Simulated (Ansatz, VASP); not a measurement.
**MnO: VASP beside Ansatz**

INCAR

```
ALGO = Normal
EDIFF = 1E-6
ENCUT = 520
GGA = PS
ISIF = 2
ISMEAR = 0
ISPIN = 2
LASPH = True
LCHARG = True
LELF = True
LMAXMIX = 4
LORBIT = 11
LREAL = False
LVHAR = True
LWAVE = False
MAGMOM = 4.2 0.23
NBANDS = 20
NELM = 150
PREC = Accurate
SIGMA = 0.1
```

Contents of KPOINTS:

```
k-points
0
Gamma
  16 16 16
```

File POSCAR:

```
MnO
1.0
    0.0000000000      2.2120111063      2.2120111063
    2.2120111063      0.0000000000      2.2120111063
    2.2120111063      2.2120111063      0.0000000000
Mn O
1 1
Direct
    0.0000000000      0.0000000000      0.0000000000
    0.5000000000      0.5000000000      0.5000000000
```

Input for Ansatz:

```yaml
crystal:
  lattice:
    - [0.0, 2.2120111063, 2.2120111063]
    - [2.2120111063, 0.0, 2.2120111063]
    - [2.2120111063, 2.2120111063, 0.0]
  atoms:
    - { symbol: Mn, position: [0.0, 0.0, 0.0], spin: 4.2 }
    - { symbol: O, position: [0.5, 0.5, 0.5], spin: 0.23 }
basis:
  ecutwfc: 420
kpoints:
  mp_grid: { grid: [16, 16, 16] }
hamiltonian:
  xc: pbesol
scf:
  occupations: { method: gaussian, width: 0.1 }
output:
  forces: true
  stress: true
  eigenvalues: true
  populations: true
magnetization:
  spin_polarized: true
```

Alike in both runs: task single point; functional PBEsol; k mesh 16 × 16 × 16; occupations gaussian, width 0.1 eV; collinear spin.

|  | VASP | Ansatz |
| --- | --- | --- |
| version | VASP 6.6.1 | Ansatz 0.2.0 |
| potentials or method | VASP PAW PBE potentials, release 64 (Mn_pv, O) | scalar-relativistic, plane waves, PAW |
| plane-wave cutoff (eV) | 520 | 420 |
| valence electrons in the cell | 19 | 21 |

Ansatz gave:

| Item | Value |
| --- | --- |
| gap on the k mesh at the Fermi level (eV) | none |
| pressure (GPa) | -6.5 |
| net moment per atom (μB) | 2.34 |
| size of the moment on the site where the two differ most (μB) | 3.97 |

Question: Estimate VASP's values.

Answer: gap on the k mesh at the Fermi level (eV): none; pressure (GPa): -6.2; net moment per atom (μB): 2.34; size of the moment on the site where the two differ most (μB): 4.26.

Site moments also hang on the region over which each program counts them. A gap of «none» marks a metal or a gap that the smearing closes. The two sets of potentials don't hold the same shells in valence.

Caveats: the PAW data sets were made with another functional, which shifts forces and pressure a little (VASP); a cell with one magnetic atom can't hold antiferromagnetic order, which such compounds often take; semilocal functionals often make such compounds metallic where correlation or magnetic order opens a gap, which also shifts bond lengths.
